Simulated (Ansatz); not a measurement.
A surface is cut from this relaxed crystal of CaF$_{2}$:

```
Ca F
1.0
     0.00000    2.71038    2.71038
     2.71038    0.00000    2.71038
     2.71038    2.71038    0.00000
Ca F
1 2
Direct
  0.00000 0.00000 0.00000
  0.25000 0.25000 0.25000
  0.75000 0.75000 0.75000
```

Miller indices refer to the conventional cell of Fm-3m (No. 225), a = 5.421 Å, b = 5.421 Å, c = 5.421 Å, α = 90.00°, β = 90.00°, γ = 90.00°. The bulk's gap is 7.25 eV.

Consider the (211) slab of 10 planes, 10.0 Å thick with 15 Å of vacuum as cut; outer planes CaF2 (top) and CaF2 (bottom), all atoms relaxed.

Method: Ansatz, DFT PBEsol, scalar-relativistic, plane waves, PAW. Plane waves to 420 eV, a k mesh through Γ of 7×3×1 on the computed 30-atom cell and Gaussian smearing (0.05 eV); no spin polarisation. The cell repeats along c with a dipole correction in the vacuum.

**Question.** Estimate the surface energy (mean of both faces).

**Answer.** 0.85 J/m².

**Question.** Give the gap of the slab on the mesh.

**Answer.** 5.81 eV.

**Question.** Estimate the bulk valence band top under the vacuum level.

**Answer.** 8.32 eV.

**Question.** Give the bulk conduction band bottom under the vacuum level.

**Answer.** 1.08 eV.

**Question.** The top two planes lie 1.107 Å apart in the bulk. How does relaxation change this?

**Answer.** The spacing becomes 1.011 Å (-8.7 %), and the top plane rumples by 0.280 Å.

The gap is read on a mesh, which can miss the band edges, so it can be too wide.